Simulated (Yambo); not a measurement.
# InP (F-43m) in Yambo: a series of runs

Runs on InP. Level: PBEsol. Tasks: G0W0 quasiparticle levels, optical spectrum by the Bethe-Salpeter equation.

Everything below comes from runs of Yambo 5.3.0. Logs are shortened: lines on timing, memory, paths and dates and some standing lists are left out, and cuts for length are marked.

**Measured values to compare with.**

A printed reference work, data compilation reports, for a bulk crystal of InP at 1.6 K: band gap 1.4236 eV (direct).

The runs below are set against these values where they give the same quantity.

### Step 1. Starting point

It takes space group F-43m (No. 216, cubic). Conventional cell: a = 5.861 Å, b = 5.861 Å, c = 5.861 Å, α = 90.00°, β = 90.00°, γ = 90.00°. In (site symmetry -43m) is surrounded by 4 P at 2.54 Å. Around P (site symmetry -43m) lie 4 In at 2.54 Å.

### Step 2. G0W0 quasiparticle levels, PBEsol

Input file g0w00.in:

```
gw0
dyson
el_el_corr
rim_cut
HF_and_locXC
ppa
em1d
RandQpts= 1000000
RandGvec= 50 RL
EXXRLvcs= 82 Ry
VXCRLvcs= 82 Ry
Chimod= "HARTREE"
% BndsRnXp
 1 | 43 |
%
NGsBlkXp= 8 Ry
% LongDrXp
 1 | 1 | 1 |
%
PPAPntXp= 27.21138 eV
% GbndRnge
 1 | 43 |
%
GTermKind= "none"
DysSolver= "n"
ExtendOut
% QPkrange
 1 | 1 | 13 | 14 |
%
```

Input file scf.in:

```
&CONTROL
  calculation = 'scf'
  prefix = 'pwscf'
  outdir = './tmp'
  pseudo_dir = './pseudo'
/
&SYSTEM
  ibrav = 0
  nat = 2
  ntyp = 2
  ecutwfc = 82
  nbnd = 20
  occupations = 'smearing'
  smearing = 'fd'
  degauss = 0.00367493
  force_symmorphic = .true.
/
&ELECTRONS
  conv_thr = 4d-10
  electron_maxstep = 120
  mixing_beta = 0.5
/
ATOMIC_SPECIES
In   114.8180 In.upf
P     30.9738 P.upf
CELL_PARAMETERS angstrom
   0.0000000000    2.9305000000    2.9305000000
   2.9305000000    0.0000000000    2.9305000000
   2.9305000000    2.9305000000    0.0000000000
ATOMIC_POSITIONS crystal
In     0.0000000000    0.0000000000    0.0000000000
P      0.7500000000    0.7500000000    0.7500000000
K_POINTS automatic
8 8 8 0 0 0
```

Input file nscf.in:

```
&CONTROL
  calculation = 'nscf'
  prefix = 'pwscf'
  outdir = './tmp'
  pseudo_dir = './pseudo'
/
&SYSTEM
  ibrav = 0
  nat = 2
  ntyp = 2
  ecutwfc = 82
  nbnd = 43
  occupations = 'fixed'
  force_symmorphic = .true.
/
&ELECTRONS
  conv_thr = 1d-08
  diago_full_acc = .true.
  diago_thr_init = 1d-06
/
ATOMIC_SPECIES
In   114.8180 In.upf
P     30.9738 P.upf
CELL_PARAMETERS angstrom
   0.0000000000    2.9305000000    2.9305000000
   2.9305000000    0.0000000000    2.9305000000
   2.9305000000    2.9305000000    0.0000000000
ATOMIC_POSITIONS crystal
In     0.0000000000    0.0000000000    0.0000000000
P      0.7500000000    0.7500000000    0.7500000000
K_POINTS automatic
6 6 6 0 0 0
```

Potentials or basis: PseudoDojo 0.4 SR PBEsol stringent.

On the command line:

```bash
OMP_NUM_THREADS=1 pw.x -in scf.in > scf.out
OMP_NUM_THREADS=1 pw.x -in nscf.in > nscf.out
cd tmp/pwscf.save; p2y; mv SAVE ../..; cd ../..
OMP_NUM_THREADS=1 yambo
OMP_NUM_THREADS=1 yambo -F g0w00.in -J g0w00 -C g0w00_out
```

Yambo's report:

```text
[... sections 02.01 to 02.04 as in the set-up run ...]

  [02.05] Energies & Occupations
  ==============================

  [X] === General ===
  [X] Electronic Temperature                        :  0.000000  0.000000 [eV K]
  [X] Bosonic    Temperature                        :  0.000000  0.000000 [eV K]
  [X] Finite Temperature mode                       : no
  [X] El. density                                   :  0.51656E+24 [cm-3]
  [X] Fermi Level                                   :  8.207087 [eV]

  [X] === Gaps and Widths ===
  [X] Conduction Band Min                           :  0.612883 [eV]
  [X] Valence Band Max                              :  0.000000 [eV]
  [X] Filled Bands                                  :  13
  [X] Empty Bands                                   :   14   43
  [X] Direct Gap                                    :  0.612883 [eV]
  [X] Direct Gap localized at k                     :  1
  [X] Indirect Gap                                  :  0.612883 [eV]
  [X] Indirect Gap between kpts                     :  1  1
  [X] Last valence band width                       :  2.829728 [eV]
  [X] 1st conduction band width                     :  2.979437 [eV]

 [03] Transferred momenta grid and indexing
 ==========================================

 IBZ Q-points                                      :  16
 BZ  Q-points                                      :  216

 K/Q-points units:
 rlu = crystal or reduced units; cc = cartesian coordinates; iku = interal k-units

 Q [ 1]         [rlu]:  0.000000  0.000000  0.000000
 Q [ 2]         [rlu]: -0.14276E-17 -0.14276E-17  0.16667
 Q [ 3]         [rlu]: -0.28552E-17 -0.28552E-17  0.33333
 Q [ 4]         [rlu]: -0.10839E-15 -0.52875E-16 -0.50000
 Q [ 5]         [rlu]:  0.58249E-19  0.16667      0.16667
 Q [ 6]         [rlu]:  0.10804E-16  0.16667      0.33333
 Q [ 7]         [rlu]:  0.83704E-16  0.16667      0.50000
 Q [ 8]         [rlu]: -0.10534E-16  0.16667     -0.33333
 Q [ 9]         [rlu]:  0.28552E-17  0.16667     -0.16667
 Q [10]         [rlu]:  0.11650E-18  0.33333      0.33333
 Q [11]         [rlu]:  0.25727E-17  0.33333      0.50000
 Q [12]         [rlu]:  0.57104E-17  0.33333     -0.33333
 Q [13]         [rlu]: -0.17475E-18 -0.50000     -0.50000
 Q [14]         [rlu]:  0.166667  0.333333  0.500000
 Q [15]         [rlu]:  0.166667  0.333333 -0.333333
 Q [16]         [rlu]:  0.166667 -0.500000 -0.333333

 [04] Coloumb potential Random Integration (RIM)
 ===============================================

  [04.01] RIM initialization
  ==========================

  * Diagonal components only detected *

  8 x (sBL volume)        :  0.027047 [a.u.]
  sBZ random points       :  1000000
  Points outside the sBZ  :   7987327
  RL volume               :  0.730277 [a.u.]
  Integrated volume       :  0.731436 [a.u.]

  [04.02] RIM integrals
  =====================

  Gamma point sphere radius             :  0.054449 [a.u.]
  Points outside the sphere             :   799513
  [Int_sBZ(q=0) 1/q^2]*(Vol_sBZ)^(-1/3) =:  7.764325
                                 should be <:  7.795600
  [WR./g0w00//ndb.RIM]------------------------------------------------------------
   Brillouin Zone Q/K grids (IBZ/BZ)                :   16  216   16  216
   Coulomb cutoff potential                         : none
   Coulombian RL components                         :   51
   Coulombian diagonal components                   : yes
   RIM random points                                :  1000000
   RIM  RL volume             [a.u.]                :  0.731436
   Real RL volume             [a.u.]                :  0.730277
   Eps^-1 reference component                       : 0
   Eps^-1 components                                :  0.000000  0.000000  0.000000
   RIM anysotropy factor                            :  0.000000

  Summary of Coulomb integrals for non-metallic bands |Q|[au] RIM/Bare

  Q [1] 0.100000E-4 0.995988 * Q [2] 0.163764 1.065884
  Q [5] 0.189098 1.064810 * Q [9] 0.267426 1.027704
  Q [6] 0.313584 1.020409 * Q [3] 0.327528 1.017918
  Q [10] 0.378197 1.014680 * Q [8] 0.412131 1.012308
  Q [14] 0.422837 1.011664 * Q [7] 0.463195 1.009814
  Q [11] 0.491292 1.009050 * Q [4] 0.491292 1.009072
  Q [12] 0.534851 1.007954 * Q [15] 0.559361 1.007414
  Q [13] 0.567295 1.007324 * Q [16] 0.597982 1.006669

 [05] Dipoles
 ============

  [05.01] Setup: observables and procedures
  =========================================

  [WF-Oscillators/G space/Transverse up loader] Normalization (few states)  min/max  :  0.17347E-16   1.0000

[... 45 lines left out ...]
 [WR./g0w00//ndb.pp_fragment_1]--------------------------------------------------
  PPA Im  energy                                   :  27.21138 eV
 [X-CG] R(p) Tot o/o(of R):   12115   84240     100
 [WR./g0w00//ndb.pp_fragment_2]--------------------------------------------------
  PPA Im  energy                                   :  27.21138 eV
 [X-CG] R(p) Tot o/o(of R):   11629   84240     100
 [X-CG] R(p) Tot o/o(of R):    7153   84240     100
 [X-CG] R(p) Tot o/o(of R):   10835   84240     100
 [X-CG] R(p) Tot o/o(of R):   17558   84240     100
 [X-CG] R(p) Tot o/o(of R):   16515   84240     100
 [X-CG] R(p) Tot o/o(of R):   15796   84240     100
 [X-CG] R(p) Tot o/o(of R):   14668   84240     100
 [X-CG] R(p) Tot o/o(of R):   10531   84240     100
 [X-CG] R(p) Tot o/o(of R):   16560   84240     100
 [X-CG] R(p) Tot o/o(of R):   13969   84240     100
 [X-CG] R(p) Tot o/o(of R):    7000   84240     100
 [X-CG] R(p) Tot o/o(of R):   17682   84240     100
 [X-CG] R(p) Tot o/o(of R):   17234   84240     100
 [X-CG] R(p) Tot o/o(of R):   14276   84240     100

 [07] Local Exchange-Correlation + Non-Local Fock
 ================================================

 [VXC] Plane waves :   4285
 [EXS] Plane waves :   4285

 QP @ state[ 1 ] K range:  1  1
 QP @ state[ 1 ] b range:  13  14

 [xc] Functional : Perdew, Burke & Ernzerhof SOL(X)+Perdew, Burke & Ernzerhof SOL(C)
 [xc] LIBXC used to calculate xc functional
  PP Number of Atomic Species                      :  2
  NLCC RL compoments                               :   34327
  PP Number of Atomic Species                      :  2
  NLCC RL compoments                               :   34327
 [WR./g0w00//ndb.HF_and_locXC]---------------------------------------------------
  Brillouin Zone Q/K grids (IBZ/BZ)                :   16  216   16  216
  RL vectors                                       :   5209 [WF]
  Fragmentation                                    : no
  Electronic Temperature                           :  0.000000 [K]
  Bosonic    Temperature                           :  0.000000 [K]
  Green`s function   wavefunctions                 : Perdew, Burke & Ernzerhof SOL(X)+Perdew, Burke & Ernzerhof SOL(C)
  Total number of QP states                        :  2
  Exchange RL vectors                              :   4285
  Exchange summation bands                         :  13
  RIM RL components                                :   51
  RIM random points                                :  1000000

 [xc] E_xc :  -17.98349 [Ha]
      E_xc :  -35.96697 [Ry]

  Local XC kind (lXC) : Perdew, Burke & Ernzerhof SOL(X)+Perdew, Burke & Ernzerhof SOL(C)
  Non-Local XC kind (nlXC) : Hartree-Fock

  Corrections @ K [1] :  [eV]
 <13|nlXC|13> = -14.54291 -0.17899E-17 <13|lXC|13> = -12.83479  0.18585E-15
 <14|nlXC|14> = -8.184230  0.28311E-17 <14|lXC|14> = -11.75474  0.18906E-15

 [08] Dyson equation: Newton solver
 ==================================

  [08.01] G0W0 (W PPA)
  ====================

  [  GW  ] Bands range     :    1   43
  [GW/PPA] G damping       :  0.100000 [eV]

  QP @ state[ 1 ] K range:  1  1
  QP @ state[ 1 ] b range:  13  14

   Current Q-pt index             :  1
   :: PP condition fails/total    :  0.191170
   :: Time ordering fails/rest    :  0.499632
   :: Mean rel dev of PP cond     :  0.191168
   Current Q-pt index             :  2
   :: PP condition fails/total    :  0.181156
   :: Time ordering fails/rest    :  0.499936
   :: Mean rel dev of PP cond     :  0.181147
   Current Q-pt index             :  3
   :: PP condition fails/total    :  0.175204
   :: Time ordering fails/rest    :  0.500276
   :: Mean rel dev of PP cond     :  0.175186
   Current Q-pt index             :   4
[... 37 lines left out ...]
   :: Time ordering fails/rest    :  0.500232
   :: Mean rel dev of PP cond     :  0.170075
   Current Q-pt index             :  14
   :: PP condition fails/total    :  0.173243
   :: Time ordering fails/rest    :  0.500191
   :: Mean rel dev of PP cond     :  0.173227
   Current Q-pt index             :  15
   :: PP condition fails/total    :  0.172753
   :: Time ordering fails/rest    :  0.500275
   :: Mean rel dev of PP cond     :  0.172741
   Current Q-pt index             :  16
   :: PP condition fails/total    :  0.169742
   :: Time ordering fails/rest    :  0.500443
   :: Mean rel dev of PP cond     :  0.169730

  [08.02] QP properties and I/O
  =============================

  Legend (energies in eV)
  - B  : Band       - Eo  : bare energy
  - E  : QP energy  - Z   : Renormalization factor
  - So : Sc(Eo)     - S   : Sc(E)
  - dSp: Sc derivative precision

  - lXC: Local XC (Perdew, Burke & Ernzerhof SOL(X)+Perdew, Burke & Ernzerhof SOL(C))
  -nlXC: non-Local XC (Hartree-Fock)

  QP [eV] @ K [1] (iku):  0.000000  0.000000  0.000000
   B=13 Eo=  0.00 E= -0.20 E-Eo= -0.20 Re(Z)=0.78 Im(Z)=-0.158819E-2 nlXC= -14.5429 lXC= -12.8348 So=  1.44555
   B=14 Eo=  0.61 E=  1.17 E-Eo=  0.55 Re(Z)=0.79 Im(Z)=-0.151151E-2 nlXC= -8.18423 lXC= -11.7547 So= -2.87350

  [WR./g0w00//ndb.QP]-------------------------------------------------------------
   Lattice constants                                :  5.537842  5.537842  5.537842
   Coulomb cutoff potential                         : none
   Electronic Temperature                           :  0.000000 [K]
   Bosonic    Temperature                           :  0.000000 [K]
   Green`s function   energies                      : Perdew, Burke & Ernzerhof SOL(X)+Perdew, Burke & Ernzerhof SOL(C)
   wavefunctions                                    : Perdew, Burke & Ernzerhof SOL(X)+Perdew, Burke & Ernzerhof SOL(C)
   PPA    diel. fun.  energies                      : Perdew, Burke & Ernzerhof SOL(X)+Perdew, Burke & Ernzerhof SOL(C)
   wavefunctions                                    : Perdew, Burke & Ernzerhof SOL(X)+Perdew, Burke & Ernzerhof SOL(C)
   QP tot states                                    :  2
   GW solver                                        : Newton
   GW approximation                                 : PPA
   PPA imaginary Energy                             :  27.21138 ev
   RIM G`s                                          :   51
   RIM random pts                                   :  1000000
   dS/dw steps                                      :  2
   dS/dw step                                       :  0.100000 ev
   X G`s                                            :  169 used
   X G`s                                            :  169 disk
   X bands                                          :    1   43
   X poles                                          :  100.0000 o/o
   X e/h E range                                    : -1.000000 -1.000000 ev
   X Hxc Kernel                                     : HARTREE
   X BZ energy Double Grid                          : no
   X Optical Averaged directions                    : none
   Sc/G bands                                       :    1   43
   Sc/G damping                                     :  0.100000 ev
   Sc bands terminator                              : no
   Sx RL components                                 :   4285

   QP @ state[ 1 ] K range                          :  1  1
   QP @ state[ 1 ] b range                          :  13  14
   GF energies kind                                 : Perdew, Burke & Ernzerhof SOL(X)+Perdew, Burke & Ernzerhof SOL(C)
   GF WF`s kind                                     : Perdew, Burke & Ernzerhof SOL(X)+Perdew, Burke & Ernzerhof SOL(C)
   Xs energies kind                                 : Perdew, Burke & Ernzerhof SOL(X)+Perdew, Burke & Ernzerhof SOL(C)
   Xs WF`s kind                                     : Perdew, Burke & Ernzerhof SOL(X)+Perdew, Burke & Ernzerhof SOL(C)
```

Wall time 5.7 min (1 thread of Arm Neoverse V2, shared host); peak memory 0.41 GiB.

Results:

| Item | Value |
| --- | --- |
| Band gap on the k mesh, mean-field level | 0.61 eV, direct |
| Quasiparticle gap | 1.37 eV |
| Least direct quasiparticle gap | 1.37 eV |
| Quasiparticle gap at Γ | 1.37 eV |
| Band gap of the same states before the correction | 0.61 eV |

Quasiparticle terms (eV):
```tsv
k point	band	Kohn-Sham level	Vxc	Σx	Σc	Z	result
(0.000, 0.000, 0.000)	13	0.00	-12.83	-14.54	1.45	0.78	-0.20
(0.000, 0.000, 0.000)	14	0.61	-11.75	-8.18	-2.87	0.79	1.17
```

Caveat: the screening block or the number of bands is too small for a converged GW gap; this version prints the column dSc/dw multiplied by 27.2; spin-orbit coupling is left out, which moves the levels of the heavy elements.

(Part 1 of 3 ends here.)
